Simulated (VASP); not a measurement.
## PbO (Litharge): equation of state with PBE

Crystal: PbO (Litharge).

```
Pb O
1.0
     3.99000    0.00000    0.00000
     0.00000    3.99000    0.00000
     0.00000    0.00000    5.01000
Pb O
2 2
Direct
  0.50000 0.00000 0.76000
  0.00000 0.50000 0.24000
  0.50000 0.50000 0.00000
  0.00000 0.00000 0.00000
```

```json
{"Program": "VASP 6.6.1", "Task": "equation of state", "Functional": "PBE", "Potentials or basis": "VASP PAW PBE potentials, release 64 (Pb_d, O)", "Cutoff": "520 eV", "k mesh": "7 × 7 × 6", "Occupations": "fermi-dirac, width 0.05 eV", "Spin": "no spin polarisation"}
```

```yaml
Equilibrium_volume: 20.74 Å³/atom
Bulk_modulus_at_fixed_shape_and_positions: 74 GPa
Pressure_derivative_of_the_bulk_modulus: 4.5
```

Energy against volume, from the lowest point:
| volume (Å³/atom) | energy (meV/atom) |
| --- | --- |
| 18.744 | 53.69 |
| 19.142 | 33.13 |
| 19.541 | 18.00 |
| 19.940 | 7.76 |
| 20.339 | 1.91 |
| 20.738 | 0.00 |
| 21.136 | 1.65 |

All runs of the series together: 10 min on 1 thread of Intel(R) Xeon(R) Platinum 8488C (Sapphire Rapids), on a shared host.

Caveat: the cell was scaled at fixed shape and fractional positions, which overstates the stiffness of a crystal with free parameters, most of all of layers and chains. Spin-orbit coupling is left out, which matters for the levels of Pb.
